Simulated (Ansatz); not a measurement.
Theory: DFT PBE, scalar-relativistic, plane waves, PAW (Ansatz). Settings: cutoff 420 eV, Γ-centred meshes spaced at most about 0.3 Å⁻¹, and about 0.25 Å⁻¹ or finer for metals (2π included), Gaussian smearing. No spin polarisation.

Temperature and zero-point effects are left out.

Two forms of Al5N were relaxed alike.

A.

```yaml
crystal:
  lattice:
    - [5.86943, 0.00000, 0.00000]
    - [0.00000, 5.86943, 0.00000]
    - [0.00000, 0.00000, 2.85070]
  atoms:
    - { symbol: Al, position: [0.27688, 0.27688, 0.00000] }
    - { symbol: Al, position: [0.72312, 0.72312, 0.00000] }
    - { symbol: Al, position: [0.72312, 0.27688, 0.00000] }
    - { symbol: Al, position: [0.27688, 0.72312, 0.00000] }
    - { symbol: Al, position: [0.00000, 0.00000, 0.50000] }
    - { symbol: N, position: [0.50000, 0.50000, 0.50000] }
```

B.

```yaml
crystal:
  lattice:
    - [5.28085, 0.00000, 0.00000]
    - [0.00000, 5.28085, 0.00000]
    - [0.00000, 0.00000, 4.78938]
  atoms:
    - { symbol: Al, position: [0.24753, 0.24753, 0.20306] }
    - { symbol: Al, position: [0.75247, 0.75247, 0.20306] }
    - { symbol: Al, position: [0.75247, 0.24753, 0.20306] }
    - { symbol: Al, position: [0.24753, 0.75247, 0.20306] }
    - { symbol: Al, position: [0.00000, 0.00000, 0.79196] }
    - { symbol: N, position: [0.00000, 0.00000, 0.40369] }
```

**Question.** Which is lower in energy, and by how much?

**Answer.** B is lower, by 136 meV/atom. A has space group P4/mmm (No. 123), 16.4 Å³/atom and no gap on its mesh; B has space group P4mm (No. 99), 22.3 Å³/atom and no gap. Counting Al atoms around N (those within 1.25 times the shortest such distance or 1.15 times the sum of covalent radii; a plus sign parts nearer from farther groups; the shortest distance is added where it is long for a bond), A has N 8 from 2.3 Å and B has N 1+4. The lower one is the more open, so pressure narrows the difference. Even the lower one lies +0.26 eV/atom against the reference forms of the elements (uncorrected), so neither is stable at this level. Both come from invented guesses. The lowest form computed isn't among them: it has space group P1 (No. 1), 16.5 Å³/atom and lies 0.31 eV/atom below the best shown.

Cells relaxed within their symmetry can be saddle points. Some structure types and database cells were kept out of the candidates from the start, so a known form may be missing.
